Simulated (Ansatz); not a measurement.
Relaxing Fe in the fcc type

First guess:

```yaml
crystal:
  lattice:
    - [0.00000, 1.77176, 1.77176]
    - [1.77176, 0.00000, 1.77176]
    - [1.77176, 1.77176, 0.00000]
  atoms:
    - { symbol: Fe, position: [0.00000, 0.00000, 0.00000] }
```

Theory: DFT, PBE, PAW with Ansatz's default frozen-core files, scalar-relativistic in Ansatz 0.2.0.

Cell and atoms relax within the symmetry of the start on a 18×18×18 k mesh with 0.05 eV Fermi–Dirac smearing, from parallel moments.

The start is built from a prototype, known or not as a phase of this compound; the cutoff is 420 eV.

The magnetic state is the one reached from parallel moments; other orders may lie lower.

Problem. What is the pressure of the first guess?

Solution. -9.80 GPa.

Problem. What does it relax to?

Solution. a = 3.483 Å, b = 3.483 Å, c = 3.483 Å, α = 90.00°, β = 90.00°, γ = 90.00° (conventional cell), 10.56 Å³ per atom:
```cif
data_structure
_symmetry_space_group_name_H-M 'Fm-3m'
_symmetry_Int_Tables_number 225
_cell_length_a 3.4826
_cell_length_b 3.4826
_cell_length_c 3.4826
_cell_angle_alpha 90.000
_cell_angle_beta 90.000
_cell_angle_gamma 90.000
_cell_volume 42.24
loop_
_atom_site_label
_atom_site_type_symbol
_atom_site_symmetry_multiplicity
_atom_site_Wyckoff_symbol
_atom_site_fract_x
_atom_site_fract_y
_atom_site_fract_z
_atom_site_occupancy
Fe1 Fe 4 a 0.00000 0.00000 0.00000 1
```

Problem. How much energy does the relaxation release?

Solution. 19 meV/atom.

Problem. What moment does the relaxed primitive cell (1 atom) carry?

Solution. 1.02 μB.
